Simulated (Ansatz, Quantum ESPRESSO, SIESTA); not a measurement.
TiB2: 4 runs at one level of theory

```
Ti B
1.0
     3.02920    0.00000    0.00000
    -1.51460    2.62336    0.00000
     0.00000    0.00000    3.22840
Ti B
1 2
Direct
  0.00000 0.00000 0.00000
  0.66667 0.33333 0.50000
  0.33333 0.66667 0.50000
```

Alike in all runs: task band structure; functional PBEsol; k mesh 10 × 10 × 8; occupations fermi-dirac, width 0.05 eV; no spin polarisation; no spin-orbit coupling. Pressure is positive in compression and, in plane waves, holds the error of the finite cutoff, which Ansatz's Pulay term estimates and takes out.

```csv
program and potentials,plane-wave cutoff (eV),notes,pressure (GPa)
"Ansatz, PAW datasets made for the crystal",360,3.33 valence electrons an atom on average,-5.09
"Quantum ESPRESSO, GBRV 1.5 PBEsol",612,6 valence electrons an atom on average,-4.87
"SIESTA, files PseudoDojo sr-pbesol-0.4.1-standard, DZP (energy shift 0.003 Ry; two zetas on semicore shells)",-,atomic basis; 6 valence electrons an atom on average,-2.14
"Ansatz, all-electron LAPW, scalar-relativistic",-,-,-5.09
```

The pressure spans -5.09 (Ansatz, all-electron LAPW, scalar-relativistic) to -2.14 GPa (SIESTA, files PseudoDojo sr-pbesol-0.4.1-standard, DZP (energy shift 0.003 Ry; two zetas on semicore shells)), with all-electron results at -5.09. The pressure on the cell as given of SIESTA, files PseudoDojo sr-pbesol-0.4.1-standard, DZP (energy shift 0.003 Ry; two zetas on semicore shells) lies far from the others; the cause wasn't traced. Rows in atomic bases carry the error of their basis and grid, which can be large.

Differences between rows come from potentials, basis sets and numerical settings, since the functional is the same but for its coding. Runs on potential files found faulty are left out.
